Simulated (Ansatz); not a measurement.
GaN: equation of state with PBE

The system is GaN.

```xyz
2
Lattice="0.0000 2.2535 2.2535 2.2535 0.0000 2.2535 2.2535 2.2535 0.0000" Properties=species:S:1:pos:R:3 pbc="T T T"
Ga    0.0000    0.0000    0.0000
N     1.1268    1.1268    1.1268
```

The cell is a database's computed one.

| Quantity | Value |
| --- | --- |
| Program | Ansatz 0.2.0 |
| Task | equation of state |
| Functional | PBE |
| Potentials or basis | Ansatz PAW accurate |
| Cutoff | 1300 eV |
| Density cutoff | 10400 eV |
| k mesh | 10 × 10 × 10 |
| Occupations | fermi-dirac, width 0.05 eV |
| Spin | no spin polarisation |

The equilibrium volume is 11.76 Å³/atom. The bulk modulus is 172 GPa. The pressure derivative of the bulk modulus is 4.4.

Energy against volume, from the lowest point:
| volume (Å³/atom) | energy (meV/atom) |
| --- | --- |
| 10.757 | 53.34 |
| 10.986 | 30.41 |
| 11.215 | 14.33 |
| 11.444 | 4.40 |
| 11.673 | 0.00 |
| 11.902 | 0.58 |
| 12.131 | 5.65 |

All runs of the series together: 43 s on 2 threads of Arm Neoverse V1 (shared host).
